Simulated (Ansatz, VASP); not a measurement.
# Two plane-wave programs on SnTe

INCAR

```
ALGO = Fast
EDIFF = 1E-7
ENCUT = 520
GGA = PE
ISIF = 2
ISMEAR = -1
LASPH = T
LCHARG = F
LREAL = F
LWAVE = F
NBANDS = 17
NELM = 60
PREC = Accurate
SIGMA = 0.02
```

KPOINTS

```
k-points
0
Gamma
  8 8 8
```

File POSCAR:

```
SnTe
1.0
    0.0000000000      3.1893303349      3.1893303349
    3.0748333758      0.0000000000      3.1893303349
    3.0748333758      3.1893303349      0.0000000000
Sn Te
1 1
Direct
    0.0000000000      0.0000000000      0.0000000000
    0.5000000000      0.5000000000      0.5000000000
```

Input for Ansatz:

```yaml
crystal:
  lattice:
    - [0.0, 3.1893303349, 3.1893303349]
    - [3.0748333758, 0.0, 3.1893303349]
    - [3.0748333758, 3.1893303349, 0.0]
  atoms:
    - { symbol: Sn, position: [0.0, 0.0, 0.0] }
    - { symbol: Te, position: [0.5, 0.5, 0.5] }
kpoints:
  mp_grid: { grid: [8, 8, 8] }
  band_path:
    path:
      - [0.0, 0.0, 0.0]
      - [0.5, 0.0, 0.5]
      - [0.625, 0.25, 0.625]
      - [0.375, 0.375, 0.75]
      - [0.5, 0.5, 0.5]
      - [0.5, 0.25, 0.75]
      - [-0.019531, -0.013835, 0.487223]
      - [-0.000651, -0.017578, 0.477214]
    npoints: 1
hamiltonian:
  xc: pbe
scf:
  occupations: { method: fermi_dirac, width: 0.02 }
  n_extra_bands: 4
output:
  forces: true
  stress: true
  eigenvalues: true
```

Change from the starting cell: uniaxial_x strain -3.6%.

Alike in both runs: task single point; functional PBE; k mesh 8 × 8 × 8; occupations fermi-dirac, width 0.02 eV; no spin polarisation.

|  | VASP | Ansatz |
| --- | --- | --- |
| version | VASP 6.6.1 | Ansatz 0.2.0 |
| potentials or method | VASP PAW PBE potentials, release 64 (Sn_d, Te) | plane waves, PAW |
| plane-wave cutoff (eV) | 520 | 420 |
| valence electrons in the cell | 20 | 30 |

VASP gave:

- pressure (GPa): 2.5
- largest component of the traceless stress (GPa): 3.46

Problem. Estimate Ansatz's values.

Solution. Pressure (GPa): 2.5; largest component of the traceless stress (GPa): 3.45.

The two sets of potentials don't hold the same shells in valence.

Caveats: spin-orbit coupling is left out, which moves the levels of the heavy elements. A k mesh can miss the band edges.
